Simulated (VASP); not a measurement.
# NaI (Fm-3m) in VASP: notebook

The runs below take NaI through band structure, with HSE03, PBE, LDA.

Everything below comes from runs of VASP 6.6.1. Logs are shortened: lines on timing, memory, paths and dates and some standing lists are left out, and cuts for length are marked.

## (1) Starting point

It takes space group Fm-3m (No. 225, cubic). Conventional cell: a = 6.473 Å, b = 6.473 Å, c = 6.473 Å, α = 90.00°, β = 90.00°, γ = 90.00°. I (site symmetry m-3m) is surrounded by 6 Na at 3.24 Å. Na (site symmetry m-3m) is surrounded by 6 I at 3.24 Å.

## (2) Band structure, HSE03

Contents of POSCAR:

```
NaI
1.0
    0.0000000000      3.2364000000      3.2364000000
    3.2364000000      0.0000000000      3.2364000000
    3.2364000000      3.2364000000      0.0000000000
I Na
1 1
Direct
    0.5000000000      0.5000000000      0.5000000000
    0.0000000000      0.0000000000      0.0000000000
```

Contents of INCAR.step1:

```
PREC = Accurate ; ENCUT = 520
EDIFF = 1E-5 ; ISMEAR = 0
SIGMA = 0.02 ; LREAL = F
LASPH = T ; NELM = 60
ALGO = Normal ; ISIF = 2
LWAVE = T ; LCHARG = F
GGA = PE ; KPAR = 4
```

Contents of INCAR.step2:

```
PREC = Accurate ; ENCUT = 520
EDIFF = 1E-7 ; ISMEAR = 0
SIGMA = 0.02 ; LREAL = F
LASPH = T ; NELM = 60
ALGO = Normal ; ISIF = 2
LWAVE = F ; LCHARG = F
GGA = PE ; LHFCALC = T
HFSCREEN = 0.3 ; PRECFOCK = Fast
ISTART = 1 ; KPAR = 4
```

Contents of KPOINTS:

```
Automatic mesh
0
Gamma
  6 6 6
```

Contents of KPOINTS_OPT:

```
path GXWKGLUWLK,UX
8
line-mode
reciprocal
 0.0000000000  0.0000000000  0.0000000000  G
 0.5000000000  0.0000000000  0.5000000000  X

 0.5000000000  0.0000000000  0.5000000000  X
 0.5000000000  0.2500000000  0.7500000000  W

 0.5000000000  0.2500000000  0.7500000000  W
 0.3750000000  0.3750000000  0.7500000000  K

 0.3750000000  0.3750000000  0.7500000000  K
 0.0000000000  0.0000000000  0.0000000000  G

 0.0000000000  0.0000000000  0.0000000000  G
 0.5000000000  0.5000000000  0.5000000000  L

 0.5000000000  0.5000000000  0.5000000000  L
 0.6250000000  0.2500000000  0.6250000000  U

 0.6250000000  0.2500000000  0.6250000000  U
 0.5000000000  0.2500000000  0.7500000000  W

 0.5000000000  0.2500000000  0.7500000000  W
 0.5000000000  0.5000000000  0.5000000000  L

 0.5000000000  0.5000000000  0.5000000000  L
 0.3750000000  0.3750000000  0.7500000000  K

 0.6250000000  0.2500000000  0.6250000000  U
 0.5000000000  0.0000000000  0.5000000000  X
```

Potentials or basis: VASP PAW PBE potentials, release 64 (I, Na_pv).

Launch:

```
> cat potpaw_PBE.64/I/POTCAR potpaw_PBE.64/Na_pv/POTCAR > POTCAR
> cp INCAR.step1 INCAR
> mpirun -np 4 vasp_std > vasp.out
> cp INCAR.step2 INCAR
> mpirun -np 4 vasp_std > vasp.out
```

OUTCAR:

```text
PREC = Accurate
   ENCUT = 520
   EDIFF = 1E-7
   ISMEAR = 0
   LREAL = F
   LASPH = T
   NELM = 60
   ISIF = 2
   GGA = PE
   LHFCALC = T
   HFSCREEN = 0.3
   PRECFOCK = Fast
   ISTART = 1

 ion  position               nearest neighbor table
   1  0.500  0.500  0.500-
   2  0.000  0.000  0.000-

  LATTYP: Found a face centered cubic cell.
 ALAT       =     6.4728000000

  Lattice vectors:

 A1 = (   0.0000000000,   3.2364000000,   3.2364000000)
 A2 = (   3.2364000000,   0.0000000000,   3.2364000000)
 A3 = (   3.2364000000,   3.2364000000,   0.0000000000)

Analysis of symmetry for initial positions (statically):
=====================================================================
 Subroutine PRICEL returns:
 Original cell was already a primitive cell.

 Routine SETGRP: Setting up the symmetry group for a
 face centered cubic supercell.

 Subroutine GETGRP returns: Found 48 space group operations
 (whereof 48 operations were pure point group operations)
 out of a pool of 48 trial point group operations.

The static configuration has the point symmetry O_h .

Analysis of symmetry for dynamics (positions and initial velocities):
=====================================================================
 Subroutine PRICEL returns:
 Original cell was already a primitive cell.

 Routine SETGRP: Setting up the symmetry group for a
 face centered cubic supercell.

 Subroutine GETGRP returns: Found 48 space group operations
 (whereof 48 operations were pure point group operations)
 out of a pool of 48 trial point group operations.

The dynamic configuration has the point symmetry O_h .

 Subroutine INISYM returns: Found 48 space group operations
 (whereof 48 operations are pure point group operations),
 and found     1 'primitive' translations

----------------------------------------------------------------------------------------

                                     Primitive cell

  volume of cell :      67.7980

  direct lattice vectors                    reciprocal lattice vectors
     0.000000000  3.236400000  3.236400000    -0.154492646  0.154492646  0.154492646
     3.236400000  0.000000000  3.236400000     0.154492646 -0.154492646  0.154492646
     3.236400000  3.236400000  0.000000000     0.154492646  0.154492646 -0.154492646

  length of vectors
     4.576960773  4.576960773  4.576960773     0.267589113  0.267589113  0.267589113

  position of ions in fractional coordinates (direct lattice)
     0.500000000  0.500000000  0.500000000
     0.000000000  0.000000000  0.000000000

  ion indices of the primitive-cell ions
   primitive index   ion index
                 1           1
                 2           2

----------------------------------------------------------------------------------------

 KPOINTS: Automatic mesh

Automatic generation of k-mesh.
 Grid dimensions read from file:
 generate k-points for:    6    6    6

 Generating k-lattice:

  Cartesian coordinates                     Fractional coordinates (reciprocal lattice)
    -0.025748774  0.025748774  0.025748774     0.166666667  0.000000000  0.000000000
     0.025748774 -0.025748774  0.025748774     0.000000000  0.166666667  0.000000000
     0.025748774  0.025748774 -0.025748774     0.000000000  0.000000000  0.166666667

  Length of vectors
     0.044598185  0.044598185  0.044598185

  Shift w.r.t. Gamma in fractional coordinates (k-lattice)
     0.000000000  0.000000000  0.000000000

 Subroutine IBZKPT returns following result:
 ===========================================

 Found     16 irreducible k-points:

 Following reciprocal coordinates:
            Coordinates               Weight
  0.000000  0.000000  0.000000      1.000000
  0.166667  0.000000  0.000000      8.000000
  0.333333  0.000000  0.000000      8.000000
  0.500000  0.000000  0.000000      4.000000
  0.166667  0.166667  0.000000      6.000000
  0.333333  0.166667  0.000000     24.000000
[... 8 lines left out ...]
 -0.333333  0.333333  0.166667     24.000000
 -0.333333  0.500000  0.166667     12.000000
   k-points           NKPTS =     16   k-points in BZ     NKDIM =    216   number of bands    NBANDS=     11
   number of dos      NEDOS =    301   number of ions     NIONS =      2
   total plane-waves  NPLWV =  46656
   dimension x,y,z NGX =    36 NGY =   36 NGZ =   36
   dimension x,y,z NGXF=    72 NGYF=   72 NGZF=   72
   ions per type =               1   1
   NGX,Y,Z   is equivalent  to a cutoff of  13.08, 13.08, 13.08 a.u.
   NGXF,Y,Z  is equivalent  to a cutoff of  26.15, 26.15, 26.15 a.u.
 SYSTEM =  unknown system
   PREC   = accura    normal or accurate (medium, high low for compatibility)
   ISTART =      1    job   : 0-new  1-cont  2-samecut
   ICHARG =      0    charge: 1-file 2-atom 10-const
   ISPIN  =      1    spin polarized calculation?
   LNONCOLLINEAR =      F non collinear calculations
   LSORBIT =      F    spin-orbit coupling
   LASPH  =      T    aspherical Exc in radial PAW
   ENCUT  =  520.0 eV  38.22 Ry    6.18 a.u.   8.51  8.51  8.51*2*pi/ulx,y,z
   NELM   =     60;   NELMIN=  2; NELMDL=  0     # of ELM steps
   EDIFF  = 0.1E-06   stopping-criterion for ELM
   LREAL  =      F    real-space projection
   EDIFFG = 0.1E-05   stopping-criterion for IOM
   NSW    =      0    number of steps for IOM
   IBRION =     -1    ionic relax: 0-MD 1-quasi-New 2-CG
   NFREE  =      0    steps in history (QN), initial steepest desc. (CG)
   ISIF   =      2    stress and relaxation
   ISYM   =      3    0-nonsym 1-usesym 2-fastsym
   POTIM  = 0.5000    time-step for ionic-motion
   TEBEG  =    0.0;   TEEND  =   0.0 temperature during run
   PSTRESS=    0.0 pullay stress
   NELECT =      14.0000    total number of electrons
   NUPDOWN=      -1.0000    fix difference up-down
   EMIN   =  10.00;   EMAX   =-10.00  energy-range for DOS
   EFERMI =   0.00;   METHOD = LEGACY
   ISMEAR =     0;   SIGMA  =   0.02  broadening in eV -4-tet -1-fermi 0-gaus
   EFERMI_NEDOS =   21; number of points for ismear=-14 and -15
   IALGO  =     38    algorithm
   IMIX   =      1    mixing-type and parameters
     AMIX     =   0.40;   BMIX     =  1.00
     AMIX_MAG =   1.60;   BMIX_MAG =  1.00
  volume/ion in A,a.u.               =      33.90       228.76
  Fermi-wavevector in a.u.,A,eV,Ry     =   0.967636  1.828567 12.739397  0.936319
  Thomas-Fermi vector in A             =   2.097538
   LORBIT       =      0    0 simple, 1 ext, 2 COOP (PROOUT), +10 PAW based schemes
   GGA     = PE    functional components
   LHFCALC =     T    Hartree Fock is set to
   PRECFOCK=fast      Normal, Fast or Accurate (Low or Medium for compatibility)
   ENCUT4O =  -1.0   cutoff for four orbital integrals eV
   NKREDX  =     1    reduce k-point grid by
   NKREDY  =     1    reduce k-point grid by
   NKREDZ  =     1    reduce k-point grid by
   AEXX    =    0.2500 exact exchange contribution
   HFSCREEN=    0.3000 screening length (either q_TF or 0.3 A-1)
   HFSCREENC=   0.3000 screening length for correlation (either q_TF or 0.3 A-1)
   ENCUTFOCK=  -1.0 apply spherical cutoff to Coloumb kernel
   IVDW    =     0    specifies the selected vdW correction
   LEPSILON=     F    determine dielectric tensor
   LRPA    =     F    only Hartree local field effects (RPA)
 non-spin polarized calculation
 Gauss-broadening in eV      SIGMA  =   0.02
  energy-cutoff  :      520.00
  volume of cell :       67.80
 maximum number of plane-waves:      1853
 NGX is ok and might be reduce to    36
  NGX = 20; NGY = 20; NGZ = 20

 number of electron      13.9999993 magnetization

 Free energy of the ion-electron system (eV)
  ---------------------------------------------------
  ext. energy  EPLUGINS =         0.00000000
  ---------------------------------------------------
  free energy    TOTEN  =        -6.09192602 eV

  energy without entropy =       -6.09192602  energy(sigma->0) =       -6.09192602

 E-fermi :   0.3233     XC(G=0):  -6.5948

 val. band max:        0.2237114540   @ k =   0.0000   0.0000   0.0000
 cond. band min:       4.6692644983   @ k =   0.0000   0.0000   0.0000
 fundamental gap:      4.4455530443
 Fermi energy:         0.3233190504

 k-point     1 :       0.0000    0.0000    0.0000
  band No.  band energies     occupation
      1     -24.5084      2.00000
      2     -24.5083      2.00000
      3     -24.5083      2.00000
      4     -11.6725      2.00000
      5       0.2237      2.00000
      6       0.2237      2.00000
      7       0.2237      2.00000
      8       4.6693      0.00000
      9       8.9985      0.00000
     10       8.9985      0.00000
     11       8.9985      0.00000

 k-point     2 :       0.1667    0.0000    0.0000
  band No.  band energies     occupation
      1     -24.5096      2.00000
      2     -24.5084      2.00000
      3     -24.5084      2.00000
      4     -11.5898      2.00000
      5      -0.5203      2.00000
      6       0.1443      2.00000
      7       0.1443      2.00000
      8       5.4814      0.00000
      9       8.4987      0.00000
     10       9.2036      0.00000
     11       9.2036      0.00000

 k-point     3 :       0.3333    0.0000    0.0000
  band No.  band energies     occupation
      1     -24.5121      2.00000
      2     -24.5085      2.00000
      3     -24.5085      2.00000
      4     -11.4146      2.00000
      5      -1.6108      2.00000
      6      -0.0048      2.00000
      7      -0.0048      2.00000
      8       6.1095      0.00000
      9       8.7885      0.00000
     10       8.7885      0.00000
     11       9.1436      0.00000
[... 155 lines left out ...]
 k-point    15 :      -0.3333    0.3333    0.1667
  band No.  band energies     occupation
      1     -24.5119      2.00000
      2     -24.5104      2.00000
      3     -24.5094      2.00000
      4     -11.2483      2.00000
      5      -1.5767      2.00000
      6      -1.0065      2.00000
      7      -0.4520      2.00000
      8       7.0984      0.00000
      9       7.6814      0.00000
     10       8.9529      0.00000
     11       9.6387      0.00000

 k-point    16 :      -0.3333    0.5000    0.1667
  band No.  band energies     occupation
      1     -24.5116      2.00000
      2     -24.5105      2.00000
      3     -24.5100      2.00000
      4     -11.2254      2.00000
      5      -1.5371      2.00000
      6      -0.9395      2.00000
      7      -0.6994      2.00000
      8       6.4170      0.00000
      9       7.5004      0.00000
     10       9.6711      0.00000
     11       9.7849      0.00000

------------------------ aborting loop because EDIFF is reached ----------------------------------------

  FORCE on cell =-STRESS in cart. coord.  units (eV):
  Direction    XX          YY          ZZ          XY          YZ          ZX
  --------------------------------------------------------------------------------------
  -------------------------------------------------------------------------------------
  Total        0.0670997      0.0670997      0.0670997      0.0000000      0.0000000     -0.0000000
  in kB        1.5856769      1.5856769      1.5856769      0.0000000      0.0000000     -0.0000000
  external PRESSURE =       1.5856769 kB  Pullay stress =       0.0000000 kB

 VOLUME and BASIS-vectors are now :
 -----------------------------------------------------------------------------
  energy-cutoff  :      520.00
  volume of cell :       67.80
      direct lattice vectors                 reciprocal lattice vectors
     0.000000000  3.236400000  3.236400000    -0.154492646  0.154492646  0.154492646
     3.236400000  0.000000000  3.236400000     0.154492646 -0.154492646  0.154492646
     3.236400000  3.236400000  0.000000000     0.154492646  0.154492646 -0.154492646

 POSITION                                       TOTAL-FORCE (eV/Angst)
 -----------------------------------------------------------------------------------
      3.23640      3.23640      3.23640        -0.000000      0.000000      0.000000
      0.00000      0.00000      0.00000         0.000000     -0.000000     -0.000000
 -----------------------------------------------------------------------------------
    total drift:                               -0.000000     -0.000000     -0.000000

  FREE ENERGIE OF THE ION-ELECTRON SYSTEM (eV)
  ---------------------------------------------------
  free  energy   TOTEN  =        -6.0919260154 eV

  energy  without entropy=       -6.0919260154  energy(sigma->0) =       -6.09192602
```

It took 12 min on 4 MPI ranks of AMD EPYC 9R45 (Zen 5), shared host; peak memory 0.38 GiB.

What came out:

```yaml
Free_energy: -6.0919 eV
Pressure: 0.2 GPa
Band_gap_on_the_k_mesh: 4.45 eV, direct
Band_gap_along_the_path: 4.45 eV, direct
```

Levels at the corners of the path, in eV from the valence-band top:
| point | band 4 | band 5 | band 6 | band 7 | band 8 | band 9 | band 10 | band 11 |
| --- | --- | --- | --- | --- | --- | --- | --- | --- |
| Γ | -11.90 | 0.00 | 0.00 | 0.00 | 4.45 | 8.77 | 8.77 | 8.77 |
| X | -11.46 | -2.01 | -0.79 | -0.79 | 5.31 | 6.29 | 10.84 | 12.38 |
| X | -11.46 | -2.01 | -0.79 | -0.79 | 5.31 | 6.29 | 10.84 | 12.36 |
| W | -11.45 | -1.48 | -1.48 | -0.97 | 6.68 | 8.30 | 8.30 | 8.82 |
| W | -11.45 | -1.48 | -1.48 | -0.97 | 6.68 | 8.30 | 8.30 | 8.82 |
| K | -11.46 | -1.73 | -1.40 | -0.64 | 6.03 | 7.49 | 9.58 | 10.16 |
| K | -11.46 | -1.73 | -1.40 | -0.64 | 6.03 | 7.49 | 9.58 | 10.16 |
| Γ | -11.90 | 0.00 | 0.00 | 0.00 | 4.45 | 8.77 | 8.77 | 8.77 |
| Γ | -11.90 | 0.00 | 0.00 | 0.00 | 4.45 | 8.77 | 8.77 | 8.77 |
| L | -11.54 | -2.29 | -0.30 | -0.30 | 5.86 | 8.30 | 8.30 | 9.77 |
| L | -11.54 | -2.29 | -0.30 | -0.30 | 5.86 | 8.30 | 8.30 | 9.77 |
| U | -11.46 | -1.73 | -1.40 | -0.64 | 6.03 | 7.49 | 9.58 | 10.16 |
| U | -11.46 | -1.73 | -1.40 | -0.64 | 6.03 | 7.49 | 9.58 | 10.16 |
| W | -11.45 | -1.48 | -1.48 | -0.97 | 6.68 | 8.30 | 8.30 | 8.82 |
| W | -11.45 | -1.48 | -1.48 | -0.97 | 6.68 | 8.30 | 8.30 | 8.82 |
| L | -11.54 | -2.29 | -0.30 | -0.30 | 5.86 | 8.30 | 8.30 | 9.77 |
| L | -11.54 | -2.29 | -0.30 | -0.30 | 5.86 | 8.30 | 8.30 | 9.77 |
| K | -11.46 | -1.73 | -1.40 | -0.64 | 6.03 | 7.49 | 9.58 | 10.16 |
| U | -11.46 | -1.73 | -1.40 | -0.64 | 6.03 | 7.49 | 9.58 | 10.16 |
| X | -11.46 | -2.01 | -0.79 | -0.79 | 5.31 | 6.29 | 10.84 | 12.36 |

Caveat: the PAW data sets were made with another functional, which shifts forces and pressure a little; spin-orbit coupling is left out, which moves the levels of the heavy elements.

[end of part 1 of 2]
